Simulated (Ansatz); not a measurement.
## From barrier to diffusion: Mg in Si

Level of theory: DFT PBE, scalar-relativistic, plane waves, PAW in Ansatz. Run with 420 eV cutoff, 2×2×2 k-mesh, shifted by half a step, Gaussian smearing of 0.02 eV, no spin polarisation.

Host crystal, relaxed:

```
Si
1.0
     3.85128    0.00000    0.00000
    -1.92564    3.33531    0.00000
     0.00000    0.00000    6.36502
Si
4
Direct
  0.33333 0.66667 0.06293
  0.66667 0.33333 0.56293
  0.33333 0.66667 0.43707
  0.66667 0.33333 0.93707
```

In a supercell of 32 host sites with charge +2, interstitial Mg hops to an equivalent place, moving 3.18 Å. Climbing-image nudged elastic band at fixed cell; the order of the saddle wasn't checked, and the small cell leaves errors of about a tenth of an eV.

```tsv
image	path (Å)	E − E(0) (eV)
0	0.00	0.000
1	0.56	0.319
2	1.13	1.077
3	1.69	1.492
4	2.25	1.077
5	2.82	0.319
6	3.38	0.000
```

Task: What are the barriers forward and back, and what attempt frequency does the shape suggest?

Result: Forward 1.49 eV, back 1.49 eV, the ends being level. For a sinusoidal profile E_b sin²(πx/l), with the Mg atom alone moving, ν = (1/l)√(E_b/2m) = 5.4×10¹² s⁻¹, within an order of magnitude of the customary 10¹³ s⁻¹; a true prefactor needs the vibrations at the minimum and at the saddle.

Task: With ν = 10¹³ s⁻¹, give the forward jump rate along this one path, the wait 1/k for that jump, the diffusivity D ≈ l²k and the distance √(Dt) covered in an hour at 300, 600 and 1000 K, taking the host as solid throughout.

Result: k = ν exp(−E_b/k_BT):
```
T (K) k (1/s) wait (s) D (cm²/s)  √(Dt) in 1 h (nm)
  300  8.8×10⁻¹³  1.1×10¹²  8.9×10⁻²⁸           1.8×10⁻⁵
  600        3.0      0.34  3.0×10⁻¹⁵                 33
 1000    3.0×10⁵  3.3×10⁻⁶  3.1×10⁻¹⁰            1.1×10⁴
```

D = l²k holds for six equivalent jumps in three dimensions (z l²k/6) and is a scale otherwise. Long-range transport needs a connected net of such jumps, and traps slow it. D is that of an interstitial already there. An error of 0.1 eV in the barrier changes k by a factor of 48 at 300 K and 3.2 at 1000 K.

Cost: 1 run of about 14 core-minutes, on Arm Neoverse V1 (shared hosts).